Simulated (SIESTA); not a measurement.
The system is Sb.

```
Sb
1.0
     3.16000    0.00000    0.00000
     0.00000    3.16000    0.00000
     0.00000    0.00000    3.16000
Sb
1
Direct
  0.00000 0.00000 0.00000
```

This isn't the form of Sb at room conditions, which is rhombohedral.

| Property | Result |
| --- | --- |
| Program | SIESTA 5.4.2 |
| Task | single point |
| Functional | PBE |
| Potentials or basis | PseudoDojo 0.4 standard (PBE files) |
| Basis | DZP (energy shift 0.002 Ry) |
| Grid cutoff | 500 Ry |
| Energy shift | 0.002 Ry |
| k mesh | 8 × 8 × 8 |
| Occupations | fermi-dirac, width 0.05 eV |
| Spin | no spin polarisation |

On this cell: pressure -1.1 GPa; band gap on the k mesh none (metal or under the smearing width).

The same run follows on a disturbed copy (cell strained at random at fixed volume):

```
CELL_PARAMETERS angstrom
3.18307 -0.00916 -0.07927
-0.00916 3.13721 -0.05653
-0.07927 -0.05653 3.16292
ATOMIC_POSITIONS crystal
Sb 0.00350 0.00307 0.97826
```

**Question.** What changes?

**Answer.** The energy (extrapolated to zero smearing) moves by +1.6 meV/atom; pressure -1.2 GPa; band gap on the k mesh none (metal or under the smearing width).

Stress tensor (GPa, compression positive):
```
-2.05 -0.10  0.48
-0.10 -0.10  0.09
 0.48  0.09 -1.46
```

Caveats: semicore shells carry a single zeta, which can move pressures by several GPa and volumes by a few percent; the basis of atomic orbitals isn't converged, which shifts pressures, moduli and gaps.
